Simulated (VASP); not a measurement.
# Ta (Im-3m) in VASP: notebook, part 2 of 2

VASP 6.6.1.

## (5) Single point, PBE (grid = ENCUT=400 dk=0.35 cell=2x2x2 ISMEAR=1 SIGMA=0.1 LREAL=Auto EDIFF=1e-06)

INCAR reads:

```
SYSTEM = Ta
ALGO = Fast
EDIFF = 1E-6
ENCUT = 400
GGA = PE
ISIF = 2
ISMEAR = 1
LASPH = .TRUE.
LCHARG = .FALSE.
LREAL = Auto
LWAVE = .FALSE.
NBANDS = 52
NELM = 120
PREC = Accurate
SIGMA = 0.1
```

KPOINTS reads:

```
k-points
0
G
  4 4 4
  0 0 0
```

POSCAR reads:

```
Ta
1.0
   -3.3025600000      3.3025600000      3.3025600000
    3.3025600000     -3.3025600000      3.3025600000
    3.3025600000      3.3025600000     -3.3025600000
Ta
8
Direct
    0.0000000000      0.0000000000      0.0000000000
    0.0000000000      0.0000000000      0.5000000000
    0.0000000000      0.5000000000      0.0000000000
    0.0000000000      0.5000000000      0.5000000000
    0.5000000000      0.0000000000      0.0000000000
    0.5000000000      0.0000000000      0.5000000000
    0.5000000000      0.5000000000      0.0000000000
    0.5000000000      0.5000000000      0.5000000000
```

Potentials or basis: VASP PAW PBE potentials, release 64 (Ta_pv).

Run with:

```console
> cat potpaw_PBE.64/Ta_pv/POTCAR > POTCAR
> mpirun -np 1 vasp_std > vasp.out
```

OUTCAR:

```text
SYSTEM = Ta
   EDIFF = 1E-6
   ENCUT = 400
   GGA = PE
   ISIF = 2
   ISMEAR = 1
   LASPH = .TRUE.
   LREAL = Auto
   NELM = 120
   PREC = Accurate

 Found      8 irreducible k-points:

 Following reciprocal coordinates:
            Coordinates               Weight
  0.000000  0.000000  0.000000      1.000000
  0.250000  0.000000  0.000000     12.000000
  0.500000  0.000000  0.000000      6.000000
  0.250000  0.250000  0.000000     24.000000
  0.250000  0.250000  0.250000      2.000000
 -0.250000  0.250000  0.250000      6.000000
   k-points           NKPTS =      8   k-points in BZ     NKDIM =      8   number of bands    NBANDS=     52
   number of dos      NEDOS =    301   number of ions     NIONS =      8
   total plane-waves  NPLWV =  64000
   dimension x,y,z NGX =    40 NGY =   40 NGZ =   40
   dimension x,y,z NGXF=    80 NGYF=   80 NGZF=   80
   ions per type =               8
   NGX,Y,Z   is equivalent  to a cutoff of  11.63, 11.63, 11.63 a.u.
   NGXF,Y,Z  is equivalent  to a cutoff of  23.25, 23.25, 23.25 a.u.
 SYSTEM =  Ta
   PREC   = accura    normal or accurate (medium, high low for compatibility)
   ISTART =      0    job   : 0-new  1-cont  2-samecut
   ICHARG =      2    charge: 1-file 2-atom 10-const
   ISPIN  =      1    spin polarized calculation?
   LNONCOLLINEAR =      F non collinear calculations
   LSORBIT =      F    spin-orbit coupling
   LASPH  =      T    aspherical Exc in radial PAW
   ENCUT  =  400.0 eV  29.40 Ry    5.42 a.u.   9.33  9.33  9.33*2*pi/ulx,y,z
   NELM   =    120;   NELMIN=  2; NELMDL= -5     # of ELM steps
   EDIFF  = 0.1E-05   stopping-criterion for ELM
   LREAL  =      T    real-space projection
   EDIFFG = 0.1E-04   stopping-criterion for IOM
   NSW    =      0    number of steps for IOM
   IBRION =     -1    ionic relax: 0-MD 1-quasi-New 2-CG
   NFREE  =      0    steps in history (QN), initial steepest desc. (CG)
   ISIF   =      2    stress and relaxation
   ISYM   =      2    0-nonsym 1-usesym 2-fastsym
   POTIM  = 0.5000    time-step for ionic-motion
   TEBEG  =    0.0;   TEEND  =   0.0 temperature during run
   PSTRESS=    0.0 pullay stress
   NELECT =      88.0000    total number of electrons
   NUPDOWN=      -1.0000    fix difference up-down
   EMIN   =  10.00;   EMAX   =-10.00  energy-range for DOS
   EFERMI =   0.00;   METHOD = LEGACY
   ISMEAR =     1;   SIGMA  =   0.10  broadening in eV -4-tet -1-fermi 0-gaus
   EFERMI_NEDOS =   21; number of points for ismear=-14 and -15
   IALGO  =     68    algorithm
   IMIX   =      4    mixing-type and parameters
     AMIX     =   0.40;   BMIX     =  1.00
     AMIX_MAG =   1.60;   BMIX_MAG =  1.00
  volume/ion in A,a.u.               =      18.01       121.54
  Fermi-wavevector in a.u.,A,eV,Ry     =   1.388988  2.624806 26.249534  1.929286
  Thomas-Fermi vector in A             =   2.513061
   LORBIT       =      0    0 simple, 1 ext, 2 COOP (PROOUT), +10 PAW based schemes
   GGA     = PE    functional components
   LHFCALC =     F    Hartree Fock is set to
   AEXX    =    0.0000 exact exchange contribution
   IVDW    =     0    specifies the selected vdW correction
   LEPSILON=     F    determine dielectric tensor
   LRPA    =     F    only Hartree local field effects (RPA)
 non-spin polarized calculation
 RMM-DIIS sequential band-by-band and
 Methfessel and Paxton  Order N= 1 SIGMA  =   0.10
  energy-cutoff  :      400.00
  volume of cell :      144.08
 maximum number of plane-waves:      2659
 NGX is ok and might be reduce to    40
   NGX = 19   NGY = 19   NGZ = 19

 number of electron      88.0000032 magnetization

 Free energy of the ion-electron system (eV)
  ---------------------------------------------------
  ext. energy  EPLUGINS =         0.00000000
  ---------------------------------------------------
  free energy    TOTEN  =       -94.67213674 eV

  energy without entropy =      -94.68221708  energy(sigma->0) =      -94.67549685

 E-fermi :   5.5092     XC(G=0): -12.6132

 val. band max:        5.4088747944   @ k =   0.5000   0.0000   0.0000
 cond. band min:       5.5541661138   @ k =   0.5000   0.5000   0.2500
 fundamental gap:      0.1452913194
 Fermi energy:         5.5091766484

 k-point     1 :       0.0000    0.0000    0.0000
  band No.  band energies     occupation
      1     -28.7292      2.00000
      2     -28.7292      2.00000
      3     -28.7292      2.00000
      4     -28.7292      2.00000
      5     -28.7292      2.00000
      6     -28.7292      2.00000
[... 44 lines left out ...]
     51       9.4049      0.00000
     52       9.4596      0.00000

 k-point     2 :       0.2500    0.0000    0.0000
  band No.  band energies     occupation
      1     -28.6785      2.00000
      2     -28.6395      2.00000
      3     -28.6395      2.00000
      4     -28.6395      2.00000
      5     -28.6395      2.00000
      6     -28.5692      2.00000
[... 44 lines left out ...]
     51       9.2482      0.00000
     52       9.2795      0.00000

 k-point     3 :       0.5000    0.0000    0.0000
  band No.  band energies     occupation
      1     -28.5541      2.00000
      2     -28.5541      2.00000
      3     -28.5189      2.00000
      4     -28.5189      2.00000
      5     -28.5189      2.00000
      6     -28.5189      2.00000
[... 44 lines left out ...]
     51       8.8708      0.00000
     52       8.9782      0.00000

 k-point     4 :       0.2500    0.2500    0.0000
  band No.  band energies     occupation
      1     -28.5580      2.00000
      2     -28.5580      2.00000
      3     -28.5155      2.00000
      4     -28.5152      2.00000
      5     -28.4596      2.00000
      6     -28.3991      2.00000
[... 44 lines left out ...]
     51       8.3844      0.00000
     52       8.5544      0.00000

 k-point     5 :       0.2500    0.2500    0.2500
  band No.  band energies     occupation
      1     -28.4068      2.00000
      2     -28.4068      2.00000
      3     -28.4068      2.00000
      4     -28.4068      2.00000
      5     -28.4068      2.00000
      6     -28.4068      2.00000
[... 44 lines left out ...]
     51       9.6312      0.00000
     52       9.6802      0.00000

 k-point     6 :      -0.2500    0.2500    0.2500
  band No.  band energies     occupation
      1     -28.5595      2.00000
      2     -28.5595      2.00000
      3     -28.5288      2.00000
      4     -28.5288      2.00000
      5     -28.5288      2.00000
      6     -28.5288      2.00000
[... 44 lines left out ...]
     51       8.2408      0.00000
     52       8.2449      0.00000

 [... further k-points ...]

------------------------ aborting loop because EDIFF is reached ----------------------------------------

  FORCE on cell =-STRESS in cart. coord.  units (eV):
  Direction    XX          YY          ZZ          XY          YZ          ZX
  --------------------------------------------------------------------------------------
  -------------------------------------------------------------------------------------
  Total        0.8764488      0.8764488      0.8764488     -0.0000000      0.0000000     -0.0000000
  in kB        9.7459679      9.7459679      9.7459679     -0.0000000      0.0000000     -0.0000000
  external PRESSURE =       9.7459679 kB  Pullay stress =       0.0000000 kB

 VOLUME and BASIS-vectors are now :
 -----------------------------------------------------------------------------
  energy-cutoff  :      400.00
  volume of cell :      144.08
      direct lattice vectors                 reciprocal lattice vectors
    -3.302560000  3.302560000  3.302560000     0.000000000  0.151397704  0.151397704
     3.302560000 -3.302560000  3.302560000     0.151397704  0.000000000  0.151397704
     3.302560000  3.302560000 -3.302560000     0.151397704  0.151397704  0.000000000

 POSITION                                       TOTAL-FORCE (eV/Angst)
 -----------------------------------------------------------------------------------
      0.00000      0.00000      0.00000        -0.000000      0.000000     -0.000000
      1.65128      1.65128     -1.65128        -0.000000     -0.000000      0.000000
      1.65128     -1.65128      1.65128         0.000000     -0.000000      0.000000
      3.30256      0.00000      0.00000        -0.000000      0.000000     -0.000000
     -1.65128      1.65128      1.65128         0.000000      0.000000     -0.000000
      0.00000      3.30256      0.00000        -0.000000     -0.000000      0.000000
      0.00000      0.00000      3.30256         0.000000     -0.000000     -0.000000
      1.65128      1.65128      1.65128         0.000000     -0.000000     -0.000000
 -----------------------------------------------------------------------------------
    total drift:                                0.000000     -0.000000      0.000000

  FREE ENERGIE OF THE ION-ELECTRON SYSTEM (eV)
  ---------------------------------------------------
  free  energy   TOTEN  =       -94.6721367361 eV

  energy  without entropy=      -94.6822170831  energy(sigma->0) =      -94.67549685
```

It took 40 s on 1 thread of Intel Xeon 6975P-C (Granite Rapids), shared host; peak memory 0.24 GiB.

These settings aren't checked as converged: the numbers below hold their error.

What came out:

| Item | Value |
| --- | --- |
| Free energy | -94.6721 eV |
| Pressure | 1.0 GPa |
| Band gap on the k mesh | none (metal or under the smearing width) |

## (6) Single point, PBE (grid = ENCUT=350 dk=0.27 cell=2x2x2 ISMEAR=1 SIGMA=0.1 LREAL=Auto EDIFF=1e-06)

Changes to INCAR since step 5:

```diff
@@ -3,3 +3,3 @@
 EDIFF = 1E-6
-ENCUT = 400
+ENCUT = 350
 GGA = PE
```

KPOINTS reads:

```
k-points
0
G
  5 5 5
  0 0 0
```

POSCAR is that of step 5.

Potentials or basis: VASP PAW PBE potentials, release 64 (Ta_pv).

Run with:

```console
> cat potpaw_PBE.64/Ta_pv/POTCAR > POTCAR
> mpirun -np 1 vasp_std > vasp.out
```

Run time: 46 s. Hardware: 1 thread of Intel Xeon 6975P-C (Granite Rapids), shared host; peak memory 0.21 GiB.

These settings aren't checked as converged: the numbers below hold their error.

What came out:

- Free energy: -94.4558 eV
- Pressure: 4.8 GPa
- Band gap on the k mesh: none (metal or under the smearing width)
